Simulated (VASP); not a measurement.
# CaO: band structure with r2SCAN

Crystal: CaO.

```
CELL_PARAMETERS angstrom
0.00000 2.41896 2.41896
2.41896 0.00000 2.41896
2.41896 2.41896 0.00000
ATOMIC_POSITIONS crystal
Ca 0.00000 0.00000 0.00000
O 0.50000 0.50000 0.50000
```

The cell was built by a generator and needn't be a form met in nature.

```
Program                : VASP 6.6.1
Task                   : band structure
Functional             : r2SCAN
Potentials or basis    : VASP PAW PBE potentials, release 64 (Ca_sv, O)
Cutoff                 : 520 eV
k mesh                 : 10 × 10 × 10
Occupations            : gaussian, width 0.02 eV
Spin                   : no spin polarisation
Further INCAR settings : ALGO = Normal; EDIFF = 1e-07; NBANDS = 15
```

```
Pressure                : -2.0 GPa
Band gap on the k mesh  : 4.19 eV, indirect (least direct gap 4.57 eV)
Band gap along the path : 4.19 eV, indirect (least direct gap 4.57 eV)
```

Levels at the corners of the path, in eV from the valence-band top:
```tsv
point	band 5	band 6	band 7	band 8	band 9	band 10	band 11	band 12
Γ	-16.44	0.00	0.00	0.00	5.26	6.80	6.80	6.80
X	-16.21	-1.30	-0.38	-0.38	4.19	8.62	9.52	10.10
X	-16.21	-1.30	-0.38	-0.38	4.19	8.62	9.52	10.10
W	-15.82	-1.25	-1.04	-1.04	6.87	6.87	8.96	10.11
W	-15.82	-1.25	-1.04	-1.04	6.87	6.87	8.96	10.11
K	-15.84	-1.30	-1.20	-0.77	5.68	8.56	9.14	9.62
K	-15.84	-1.30	-1.20	-0.77	5.68	8.56	9.14	9.62
Γ	-16.44	0.00	0.00	0.00	5.26	6.80	6.80	6.80
Γ	-16.44	0.00	0.00	0.00	5.26	6.80	6.80	6.80
L	-15.24	-2.56	-1.16	-1.16	7.60	8.94	8.94	9.06
L	-15.24	-2.56	-1.16	-1.16	7.60	8.94	8.94	9.06
U	-15.84	-1.30	-1.20	-0.77	5.68	8.56	9.14	9.62
U	-15.84	-1.30	-1.20	-0.77	5.68	8.56	9.14	9.62
W	-15.82	-1.25	-1.04	-1.04	6.87	6.87	8.96	10.11
W	-15.82	-1.25	-1.04	-1.04	6.87	6.87	8.96	10.11
L	-15.24	-2.56	-1.16	-1.16	7.60	8.94	8.94	9.06
L	-15.24	-2.56	-1.16	-1.16	7.60	8.94	8.94	9.06
K	-15.84	-1.30	-1.20	-0.77	5.68	8.56	9.14	9.62
U	-15.84	-1.30	-1.20	-0.77	5.68	8.56	9.14	9.62
X	-16.21	-1.30	-0.38	-0.38	4.19	8.62	9.52	10.10
```

It took 91 s on 4 MPI ranks on Intel(R) Xeon(R) Platinum 8259CL CPU @ 2.50GHz (Skylake/Cascade Lake), on a shared host, peak memory 0.17 GiB a rank.

Caveat: the PAW data sets were made with another functional, which shifts forces and pressure a little. r2SCAN opens gaps a little over a GGA but as a rule still falls short of measured ones.
